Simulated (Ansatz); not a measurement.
Input for Ansatz (plane-wave DFT, PAW):

```yaml
crystal:
  lattice:
    - [5.9136804088, 0.0, 0.0]
    - [-2.9568402044, 5.1213974639, 0.0]
    - [0.0, 0.0, 23.6975998345]
  atoms:
    - { symbol: Ta, position: [0.3333333333, 0.1666666667, 0.337586931] }
    - { symbol: Ta, position: [0.3333333333, 0.6666666667, 0.337586931] }
    - { symbol: Ta, position: [0.8333333333, 0.1666666667, 0.337586931] }
    - { symbol: Ta, position: [0.8333333333, 0.6666666667, 0.337586931] }
    - { symbol: Ta, position: [0.5841276102, 0.4201951953, 0.4382474158] }
    - { symbol: Ta, position: [0.5868192245, 0.9211119457, 0.4379680246] }
    - { symbol: Ta, position: [0.0878287503, 0.4206216379, 0.4382315877] }
    - { symbol: Ta, position: [0.0838927175, 0.9140657006, 0.4387197359] }
    - { symbol: Ta, position: [-0.1670026891, 0.4102021787, 0.5399819529] }
    - { symbol: Ta, position: [-0.1711323095, -0.0881078385, 0.5393471363] }
    - { symbol: Ta, position: [0.3307708487, 0.4074056938, 0.5396684312] }
    - { symbol: Ta, position: [0.3393081906, -0.0874499682, 0.5397056388] }
basis:
  ecutwfc: 420
kpoints:
  mp_grid: { grid: [4, 4, 1] }
hamiltonian:
  xc: pbe
  dispersion: d3bj
scf:
  occupations: { method: gaussian, width: 0.1 }
output:
  forces: true
  eigenvalues: true
  write_density: true
  volumetric_format: npy
efield:
  axis: 3
  dipole_correction: true
  ramp_width: 0.04
```

Command:
```bash
ansatz run input.yaml --threads 4 --pin off --max-ram 10240MiB --backend cpu --events-out ev --progress --plain --runs-dir out
```

Computed with DFT PBE+D3(BJ), scalar-relativistic, plane waves, PAW (Ansatz).

Part of what the program printed, abridged:

```
Pseudopotentials: kind: paw
Pseudopotential: Ta, paw, valence charge 13, recommended cutoff 420 eV (normal)
Functional definition: PBE
Crystal: 12 atoms, lattice volume = 717.713 Å³
Basis set: ecut = 420 eV, 14011 PW (Γ), exchange–correlation on 80×80×320 points (8 copies of the dense FFT grid, shifted against one another)
Bands: 94, of which v1, the nominal top of the filled ones, is band 78 counted from 1 (77 counted from 0)
Symmetry: 1 space group operations
Space group: P1 (ITA 1), of the structure as read, at distance tolerance 9.0e-5 Å
k-points: 10 of 16 (time reversal used)
Initial density: superposition of atomic densities (neutral atoms: chi_scale 0, normalization atom), corrected by the library's trained network
Initial wavefunctions: pseudopotential atomic-orbital guess
Functional: x = pbe(κ = 0.804, μ = 0.21951497), c = pbe(β = 0.06672455)
SCF iter   1: F=—  HF=-119182.421847 eV  |F-HF|=—  |Δ(HF+E_count)|=         —  Δρ=3.49e-3  dr2=1.59e-1  ethr=1.77e-3  p= 0.000 e·Å  D=-1.10e-4 V/Å  ΔV_dip=0.00 eV  dr2_dipole=1.28e-3  V_vac-E_F(+/−)=4.80/4.80 eV  ⟨swp⟩=9.9  Hψ=4727  notcnv=0
efield: sawtooth ramp at fractional position 0.9188 (placed from the atoms, in the widest stretch of the axis that holds none; the zero of the levels goes with the place), width 0.0400; the density the first Hamiltonian is built on has a dipole p =  0.000 e·Å; the dipole correction subtracts the counter field D = -1.10e-4 V/Å, which shifts the + side's vacuum level by +0.00 eV against the − side's; the planar-averaged density in the ramp window peaks in size at 9.9e-6 e/Å³
SCF iter   2: F=—  HF=-119182.422468 eV  |F-HF|=—  |Δ(HF+E_count)|=   6.20e-4  Δρ=1.21e-3  dr2=2.83e-2  ethr=1.02e-4  p=-0.001 e·Å  D=-3.43e-4 V/Å  ΔV_dip=0.01 eV  dr2_dipole=1.59e-6  V_vac-E_F(+/−)=4.73/4.72 eV  ⟨swp⟩=2.1  Hψ=1325  notcnv=0  defer=6
SCF iter   3: F=—  HF=-119182.421162 eV  |F-HF|=—  |Δ(HF+E_count)|=   1.31e-3  Δρ=2.94e-4  dr2=2.52e-3  ethr=1.82e-5  p=-0.002 e·Å  D=-3.86e-4 V/Å  ΔV_dip=0.01 eV  dr2_dipole=1.90e-5  V_vac-E_F(+/−)=4.74/4.73 eV  ⟨swp⟩=2.0  Hψ=1161  notcnv=0  defer=6
SCF iter   4: F=—  HF=-119182.421424 eV  |F-HF|=—  |Δ(HF+E_count)|=   2.62e-4  Δρ=1.15e-4  dr2=2.35e-4  ethr=1.62e-6  p=-0.001 e·Å  D=-3.29e-4 V/Å  ΔV_dip=0.01 eV  dr2_dipole=2.85e-6  V_vac-E_F(+/−)=4.73/4.72 eV  ⟨swp⟩=2.0  Hψ=1164  notcnv=0  defer=6
SCF iter   5: F=—  HF=-119182.421428 eV  |F-HF|=—  |Δ(HF+E_count)|=   4.77e-6  Δρ=2.75e-5  dr2=1.16e-5  ethr=1.50e-7  p=-0.001 e·Å  D=-3.03e-4 V/Å  ΔV_dip=0.01 eV  dr2_dipole=8.17e-8  V_vac-E_F(+/−)=4.72/4.72 eV  ⟨swp⟩=2.3  Hψ=1200  notcnv=0  defer=6
SCF iter   6: F=—  HF=-119182.421609 eV  |F-HF|=—  |Δ(HF+E_count)|=   1.80e-4  Δρ=8.81e-6  dr2=1.77e-6  ethr=7.42e-9  p=-0.001 e·Å  D=-2.80e-4 V/Å  ΔV_dip=0.01 eV  dr2_dipole=3.94e-8  V_vac-E_F(+/−)=4.72/4.72 eV  ⟨swp⟩=3.6  Hψ=1871  notcnv=0  defer=6
SCF iter   7: F=—  HF=-119182.421609 eV  |F-HF|=—  |Δ(HF+E_count)|=   3.07e-7  Δρ=3.64e-6  dr2=3.10e-7  ethr=1.14e-9  p=-0.001 e·Å  D=-2.72e-4 V/Å  ΔV_dip=0.01 eV  dr2_dipole=3.78e-10  V_vac-E_F(+/−)=4.72/4.71 eV  ⟨swp⟩=2.2  Hψ=1463  notcnv=0  defer=6
SCF iter   8: F=-119182.421609 eV  HF=-119182.421609 eV  |F-HF|=2.44e-8  |Δ(HF+E_count)|=   4.85e-8  Δρ=1.01e-6  dr2=1.49e-8  ethr=6.41e-11  p=-0.001 e·Å  D=-2.68e-4 V/Å  ΔV_dip=0.01 eV  dr2_dipole=7.40e-11  V_vac-E_F(+/−)=4.72/4.71 eV  ⟨swp⟩=16.2  Hψ=4740  notcnv=0
SCF 1 converged in 8 iterations: F = -119182.421609 eV  dr2 = 1.49e-8
SCF converged after 8 iterations
Free energy (F): -119182.421609 eV
Harris-Foulkes:  -119182.421609 eV  (|F-HF|=2.44e-8)
Internal energy: -119182.347960 eV  (E = F + TS)
E sigma→0 (E₀):  -119182.384785 eV
Entropy (-TS):   -0.073649 eV (-6.137 meV/atom)
Fermi energy:    2.573642 eV
Dipole field:    D = -0.000274 V/Å  (p = -0.001087 e·Å, saw-weighted, corrected)
Work function:   Φ+ = 4.7206 eV   Φ− = 4.7141 eV
Levels:          The Fermi level and band energies are counted from a zero that moves with the ramp; work functions are not
--- Per-component energies (eV) ---
  E_band       = -3804.078050
  E_kinetic    = 4364.458739
  E_local      = -150311.442491  (includes V_loc(G=0)·N_el)
  E_nonlocal   = 178.063963
  E_hartree    = 72871.356640
  E_xc         = -2606.252656
  E_vxc        = -2428.131467  (∫ρ·V_xc dr)
  E_paw        = -100755.934713  (= ΣΔE_a)
  E_vpaw       = -1349.716999  (= ΣTr[D̂ρ^β])
  E_aug_tail   = 0.001803  (compensation charges beyond the density's cutoff)
  E_efield     = 0.000000  (sawtooth field / dipole correction)
  E_vefield    = -0.000270  (∫n·V_field dr)
  E_ewald      = 57082.444723
  E_disp       = -5.043970  (pairwise vdW)
  E_smearing   = -0.073649  (= −TS)
--- Forces (eV/Å), atoms counted from 1 ---
  atom   1  Ta    -0.00234248    -0.00044021     0.15600529
  atom   2  Ta     0.01712790     0.01923677     0.03297761
  atom   3  Ta     0.02731751     0.05966230     0.03182007
  atom   4  Ta     0.01739789     0.03556644     0.08745061
  atom   5  Ta     0.15557433    -0.23223712     0.15103325
  atom   6  Ta     0.00179145    -0.11187553     0.09276337
  atom   7  Ta    -0.10169714    -0.29931866     0.12657894
  atom   8  Ta    -0.04139516     0.29662564     0.02708364
  atom   9  Ta    -0.02789315     0.19855240    -0.29393852
  atom  10  Ta     0.31094205    -0.04226024    -0.09295899
  atom  11  Ta     0.01073432     0.15412988    -0.15099941
  atom  12  Ta    -0.36755621    -0.07764352    -0.16777227
--- Band table (eV; the first three rows and the last of 10) ---
  k-point 0: bands = ["-65.1029", "-65.0897", "-65.0419", "-65.0278", "-65.0271", "-65.0220", "-65.0210", "-65.0173", "-64.8467", "-64.7925", "-64.7853", "-64.7767", "-32.0926", "-32.0828", "-32.0676", "-32.0644", "-32.0132", "-32.0045", "-31.9987", "-31.9738", "-31.8809", "-31.8680", "-31.7574", "-31.7488", "-31.7370", "-31.6448", "-31.5007", "-31.4894", "-31.3963", "-31.3813", "-31.3801", "-31.3755", "-31.3243", "-31.3193", "-31.3151", "-31.2000", "-31.1715", "-31.1511", "-31.1310", "-31.1077", "-31.1060", "-31.1046", "-31.0991", "-31.0948", "-31.0922", "-31.0765", "-30.9390", "-30.9067", "-4.9222", "-3.3512", "-2.2586", "-1.6040", "-1.6017", "-1.5442", "-1.3904", "-1.3120", "-1.2996", "-0 ...
  k-point 1: bands = ["-65.0934", "-65.0798", "-65.0477", "-65.0329", "-65.0300", "-65.0232", "-65.0225", "-65.0204", "-64.8380", "-64.7977", "-64.7857", "-64.7799", "-32.0522", "-32.0334", "-32.0178", "-31.9843", "-31.9620", "-31.9396", "-31.9092", "-31.9015", "-31.8247", "-31.8036", "-31.7454", "-31.7417", "-31.7282", "-31.6638", "-31.4860", "-31.4720", "-31.4567", "-31.4441", "-31.3912", "-31.3790", "-31.3680", "-31.3512", "-31.3279", "-31.2860", "-31.2355", "-31.2120", "-31.1996", "-31.1680", "-31.1436", "-31.1410", "-31.0956", "-31.0884", "-31.0718", "-31.0635", "-31.0433", "-30.9440", "-4.3772", "-2.8079", "-1.8907", "-1.7020", "-1.2261", "-1.2173", "-1.2038", "-0.9951", "-0.9317", "-0 ...
  k-point 2: bands = ["-65.0759", "-65.0636", "-65.0570", "-65.0543", "-65.0318", "-65.0235", "-65.0223", "-65.0218", "-64.8194", "-64.8144", "-64.7856", "-64.7818", "-31.9804", "-31.9750", "-31.9617", "-31.9610", "-31.8801", "-31.8771", "-31.7962", "-31.7959", "-31.7406", "-31.7387", "-31.7075", "-31.7051", "-31.6046", "-31.6020", "-31.5584", "-31.5462", "-31.5439", "-31.5235", "-31.4681", "-31.4614", "-31.3986", "-31.3847", "-31.3391", "-31.3184", "-31.2878", "-31.2779", "-31.2672", "-31.2663", "-31.2022", "-31.2010", "-31.1157", "-31.1109", "-31.0714", "-31.0637", "-31.0144", "-31.0080", "-3.0485", "-3.0386", "-1.6426", "-1.6313", "-0.7516", "-0.7373", "-0.6428", "-0.6330", "-0.4447", "-0 ...
  k-point 9: bands = ["-65.0763", "-65.0616", "-65.0569", "-65.0537", "-65.0386", "-65.0227", "-65.0225", "-65.0178", "-64.8215", "-64.8100", "-64.7908", "-64.7790", "-31.9845", "-31.9708", "-31.9665", "-31.9577", "-31.8861", "-31.8839", "-31.8102", "-31.7940", "-31.7423", "-31.7345", "-31.7052", "-31.6994", "-31.6273", "-31.5848", "-31.5549", "-31.5346", "-31.5328", "-31.5250", "-31.4614", "-31.4574", "-31.3881", "-31.3774", "-31.3349", "-31.3247", "-31.2862", "-31.2837", "-31.2784", "-31.2559", "-31.2157", "-31.2006", "-31.1216", "-31.1127", "-31.0730", "-31.0656", "-31.0152", "-31.0077", "-3.0489", "-3.0387", "-1.6417", "-1.6309", "-0.7586", "-0.7270", "-0.6596", "-0.6422", "-0.4532", "-0 ...
```

The calculation finished and met its thresholds.

The run took 15 s on 4 threads of Arm Neoverse V1 (shared host), peak memory 1.6 GiB.

Spin–orbit coupling is left out, which can shift energies with elements as heavy as these.